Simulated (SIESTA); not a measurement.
# NiO under changes of volume

One of the cells (8.894 Å³/atom); the others are scaled copies at fixed shape and fractional positions:

```xyz
2
Lattice="0.0000 2.0719 2.0719 2.0719 0.0000 2.0719 2.0719 2.0719 0.0000" Properties=species:S:1:pos:R:3 pbc="T T T"
Ni    0.0000    0.0000    0.0000
O     2.0719    2.0719    2.0719
```

| Property | Result |
| --- | --- |
| Program | SIESTA 5.4.2 |
| Functional | PBE |
| Potentials or basis | SPMS 1.0 NC or PseudoDojo by element (PBE files) |
| Basis | DZP (energy shift 0.002 Ry) |
| Grid cutoff | 800 Ry |
| Energy shift | 0.002 Ry |
| k mesh | 8 × 8 × 8 |
| Occupations | fermi-dirac, width 0.05 eV |
| Spin | collinear spin, ferromagnetic start |
| Starting moments | [1.0, 0.0] μB |

| volume (Å³/atom) | energy over the lowest point (meV/atom) | pressure (GPa) | moment (μB per cell) |
| --- | --- | --- | --- |
| 8.531 | 21.47 | 14.2 | 0.77 |
| 8.713 | 9.05 | 8.4 | 0.81 |
| 8.894 | ? | ? | ? |
| 9.076 | 0.00 | -0.1 | 1.04 |
| 9.257 | 2.66 | -3.5 | 1.17 |

Q: What does the run at 8.894 Å³/atom give?

A: Energy over the lowest point 2.14 meV/atom; pressure 4.0 GPa; moment 0.98 μB per cell.

Worked out: A Birch-Murnaghan fit of order 2 (a polynomial in V^(-2/3)) to the other rows has its minimum at 9.06 Å³/atom with B0 = V·E''(V) = 201 GPa. It gives 2.04 meV/atom at 8.894 Å³/atom, against the run's 2.14, and -dE/dV = 3.9 GPa, against 4.0. A parabola through the other rows of the moment, of slope 0.567 μB per Å³/atom there, gives 0.91 μB, against the run's 0.98.

Energies are extrapolated to zero smearing.

Caveats: semicore shells carry a single zeta, which can move pressures by several GPa and volumes by a few percent; the basis of atomic orbitals isn't converged, which shifts pressures, moduli and gaps; a cell with one magnetic atom can't hold antiferromagnetic order, which such compounds often take.
